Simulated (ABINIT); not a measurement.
ZrB2:

```
Zr B
1.0
     3.17000    0.00000    0.00000
    -1.58500    2.74530    0.00000
     0.00000    0.00000    3.53300
Zr B
1 2
Direct
  0.00000 0.00000 0.00000
  0.66667 0.33333 0.50000
  0.33333 0.66667 0.50000
```

Base run:

```yaml
Program: ABINIT 10.8.3 (patched build)
Functional: revPBE
Potentials_or_basis: JTH PAW PBE v2.0
Cutoff: 463 eV
k_mesh: 10 × 10 × 8
Occupations: fermi-dirac, width 0.05 eV
Spin: spin-orbit coupling, no magnetisation
```

Its results: band gap on the k mesh none (metal or under the smearing width); pressure 3.3 GPa.

**Question.** After a change of settings the same cell gave: band gap on the k mesh none (metal or under the smearing width); pressure 4.1 GPa. Which change was it?
A. functional from revPBE to BLYP; spin from spin-orbit coupling, no magnetisation to no spin polarisation
B. functional from revPBE to RPBE
C. functional from revPBE to LDA; potentials or basis from JTH PAW PBE v2.0 to JTH PAW LDA v2.0

**Answer.** B.

Caveats: the PAW data sets were made with another functional, which shifts forces and pressure a little.
